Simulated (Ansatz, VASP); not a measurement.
# Pd in VASP and in Ansatz

```
Pd
1.0
     5.20355    0.00000    0.00000
    -2.60177    4.50640    0.00000
     0.00000    0.00000    4.48342
Pd
5
Cartesian
  -1.3009 2.2532 2.2417
  2.6018 0.0000 2.2417
  1.3009 2.2532 2.2417
  0.0000 3.0043 0.0000
  2.6018 1.5021 0.0000
```

Alike in both runs: task relaxation of cell and atoms; functional PBE; k mesh 9 × 9 × 8; occupations gaussian, width 0.1 eV; no spin polarisation.

```csv
,VASP,Ansatz
version,VASP 6.6.1,Ansatz 0.2.0
potentials or method,"VASP PAW PBE potentials, release 64 (Pd)","scalar-relativistic, plane waves, PAW"
plane-wave cutoff (eV),600,420
valence electrons in the cell,50,90
```

```tsv
	VASP	Ansatz	Ansatz less VASP
gap on the k mesh at the Fermi level, each at its own relaxed structure (eV)	none	none	-
relaxed volume (Å³/atom)	21.02	21.08	+0.063
relaxed cell length with the largest relative difference (Å)	5.220	5.226	+0.0060
```

A gap of «none» marks a metal or a gap that the smearing closes. The two sets of potentials don't hold the same shells in valence.
